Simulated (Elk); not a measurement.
An Elk run on Pr with settings drawn from a wide range, so not all are converged; totals and levels move with the basis, and no second program has checked them. All numbers below come from Elk 11.2.3 with local patches, DFT, PBE, all-electron APW+lo, Dirac cores, scalar-relativistic bands with second-variational spin-orbit coupling. Elk's input is in atomic units.

Command: `OMP_NUM_THREADS=1 elk` The run took 120 s on 1 thread of Arm Neoverse V1, with other jobs on the host, peak memory 0.07 GiB.

```
tasks
  0
  110
  115
  15
  21
  33
  43
  53
  73

xctype
  20

rgkmax
  7.5

gmaxvr
  16

lmaxapw
  6

lmaxo
  6

lmaxi
  4

nrmtscf
  2

nempty
  6

epspot
  1e-07

epsengy
  1e-05

maxscl
  100

swidth
  0.0005

stype
  1

lradstp
  4

mixtype
  3

hmaxvr
  6

reducebf
  0.5

spinpol
  .true.

cmagz
  .true.

tforce
  .false.

spinorb
  .true.

sppath
  './'

avec
  -4.14695208616 4.14695208616 3.56392492636
  4.14695208616 -4.14695208616 3.56392492636
  4.14695208616 4.14695208616 -3.56392492636

atoms
  1
  'Pr.in'
  1
  0.000000000000 0.000000000000 0.000000000000   0.000 0.000 -0.200

ngridk
  6 6 6

plot1d
  9 30
  0.0000000000 0.0000000000 0.0000000000
  -0.0000000000 0.0000000000 0.5000000000
  -0.5000000000 0.5000000000 0.5000000000
  0.0000000000 0.0000000000 0.0000000000
  0.4346456445 0.4346456445 -0.4346456445
  -0.4346456445 0.5653543555 0.4346456445
  -0.5000000000 0.5000000000 0.5000000000
  -0.0000000000 0.0000000000 0.5000000000
  0.2500000000 0.2500000000 0.2500000000

plot3d
  0 0 0
  1 0 0
  0 1 0
  0 0 1
  19 19 19
```

Muffin-tin radii in the species files: Pr 2.80 bohr.

Structure from Materials Project entry mp-568938 (possibly hypothetical), not relaxed further.

What does the run give?

It did not converge (100 SCF iterations).
```
Warning(gndstate): failed to reach self-consistency after 100 loops
```
